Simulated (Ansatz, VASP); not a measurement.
## V in VASP and in Ansatz

Contents of INCAR:

```
  PREC = Accurate
  ENCUT = 600
  EDIFF = 1E-6
  ISMEAR = 0
  SIGMA = 0.1
  LREAL = F
  LASPH = T
  NELM = 100
  ALGO = Normal
  ISIF = 3
  LWAVE = F
  LCHARG = F
  GGA = PS
  IBRION = 2
  NSW = 80
  EDIFFG = -0.01
```

The input KPOINTS:

```
Automatic mesh
0
Gamma
  20 20 20
```

POSCAR

```
V
1.0
   -1.4825110326      1.4825110326      1.4825110326
    1.4825110326     -1.4825110326      1.4825110326
    1.4825110326      1.4825110326     -1.4825110326
V
1
Direct
    0.0000000000      0.0000000000      0.0000000000
```

Input for Ansatz:

```yaml
crystal:
  lattice:
    - [-1.4825110326, 1.4825110326, 1.4825110326]
    - [1.4825110326, -1.4825110326, 1.4825110326]
    - [1.4825110326, 1.4825110326, -1.4825110326]
  atoms:
    - { symbol: V, position: [0.0, 0.0, 0.0] }
basis:
  ecutwfc: 420
kpoints:
  mp_grid: { grid: [20, 20, 20] }
hamiltonian:
  xc: pbesol
scf:
  occupations: { method: gaussian, width: 0.1 }
output:
  forces: true
  stress: true
  eigenvalues: true
relax:
  adjacent_minimum: "off"
  f_tol: 0.01
  max_steps: 60
  cell: { stress_tol: 0.1 }
```

Alike in both runs: task relaxation of cell and atoms; functional PBEsol; k mesh 20 × 20 × 20; occupations gaussian, width 0.1 eV; no spin polarisation.

```csv
,VASP,Ansatz
version,VASP 6.6.1,Ansatz 0.2.0
potentials or method,"VASP PAW PBE potentials, release 64 (V_sv)","scalar-relativistic, plane waves, PAW"
plane-wave cutoff (eV),600,420
valence electrons in the cell,13,13
```

|  | VASP | Ansatz | Ansatz less VASP |
| --- | --- | --- | --- |
| gap on the k mesh at the Fermi level, each at its own relaxed structure (eV) | none | none | - |
| relaxed volume (Å³/atom) | 12.96 | 12.95 | -0.009 |
| relaxed cell length with the largest relative difference (Å) | 2.563 | 2.562 | -0.0006 |

A gap of «none» marks a metal or a gap that the smearing closes.

Caveats: the PAW data sets were made with another functional, which shifts forces and pressure a little (VASP).
